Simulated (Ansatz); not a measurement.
# Sn: further runs on the relaxed cell

An exercise on one series of results from a longer session: the logs are not shown, and one member is left open.

Computed with Ansatz 0.2.0 (DFT r2SCAN, scalar-relativistic, plane waves, PAW, unless a step's input says otherwise).

1 further run of the same task is left out (set aside as unsound or not needed).

## Starting point

The structure is tetragonal, space group I4_1/amd (No. 141). Conventional cell: a = 5.859 Å, b = 5.859 Å, c = 3.214 Å, α = 90.00°, β = 90.00°, γ = 90.00°. Sn (site symmetry -4m2) has 6 Sn at 3.04 to 3.21 Å as nearest neighbours.

Coordinates:

```xyz
2
Lattice="-2.9294 2.9294 1.6072 2.9294 -2.9294 1.6072 2.9294 2.9294 -1.6072" Properties=species:S:1:pos:R:3 pbc="T T T"
Sn    0.0000    2.9294    0.8036
Sn    0.0000    0.0000    0.0000
```

It goes back to an entry of the Materials Project.

It is the result of an earlier relaxation at this level (volume 27.58 Å³/atom; gap on the mesh: none (metal)).

Set-up of the first run:

The input, input.yaml:

```yaml
crystal:
  lattice:
    - [-2.9293956016, 2.9293956016, 1.6072172069]
    - [2.9293956016, -2.9293956016, 1.6072172069]
    - [2.9293956016, 2.9293956016, -1.6072172069]
  atoms:
    - { symbol: Sn, position: [0.75, 0.25, 0.5] }
    - { symbol: Sn, position: [0.0, 0.0, 0.0] }
basis:
  ecutwfc: 500
kpoints:
  mp_grid: { grid: [14, 14, 14] }
  band_path:
    path:
      - [[0.0, 0.0, 0.0], [0.0, 0.0, 0.5], [-0.5, 0.5, 0.5], [0.0, 0.0, 0.0], [0.32525461, 0.32525461, -0.32525461]]
      - [[-0.32525461, 0.67474539, 0.32525461], [-0.5, 0.5, 0.5]]
      - [[0.0, 0.0, 0.5], [0.25, 0.25, 0.25], [0.0, 0.5, 0.0], [0.0, 0.0, 0.0]]
    npoints: 14
hamiltonian:
  xc: r2scan
scf:
  occupations: { method: gaussian, width: 0.1 }
  n_extra_bands: 6
output:
  forces: true
  stress: true
  eigenvalues: true
  populations: true
  dos: { projected: true, de: 0.02, nscf_kmesh: { grid: [21, 21, 21] } }
  bader: true
  write_density: true
  write_potential: true
  elf: true
  volumetric_format: npy
```

The run is started by

```
> ansatz run input.yaml --threads 1 --pin off --max-ram 2560MiB --backend cpu --events-out ev --progress --plain --runs-dir out
```

Steps of the session up to this table: Static run: bands, density of states and charges; Back to the database's cell; The cell scaled to 0.97 of its volume; The cell scaled to 1.03 of its volume; Point at V/V0 = 0.94; Point at V/V0 = 1.06; The cell scaled to 0.91 of its volume; Volume × 1.10; The cell scaled to 0.88 of its volume.

One of the session's tables, all rows but one given; the rest of the session is left out.

It belongs to the step «Equation of state». 

| volume (Å³/atom) | energy above the lowest point (meV/atom) | pressure (GPa) |
| --- | --- | --- |
| 24.274 | 85.6 | 9.41 |
| 25.102 | 45.1 | 6.41 |
| 25.929 | ? | ? |
| 26.757 | 4.4 | 1.77 |
| 27.584 | 0.0 | 0.00 |
| 28.412 | 4.1 | -1.49 |
| 29.239 | 15.1 | -2.73 |
| 30.343 | 38.4 | -4.05 |

Q: Estimate the row for volume (Å³/atom) = 25.929 from the others.

Worked estimate for «energy above the lowest point (meV/atom)». A straight line through the neighbours (25.102, 45.1) and (26.757, 4.4) gives 45.1 + (4.4 − 45.1) × (25.929 − 25.102) / (26.757 − 25.102) = 24.8; a parabola fitted to 4 rows on both sides gives 18.7.

The run gave: energy above the lowest point (meV/atom): 18.8; pressure (GPa): 3.89. In «energy above the lowest point (meV/atom)» the line misses by +6.0 and the parabola by -0.1.
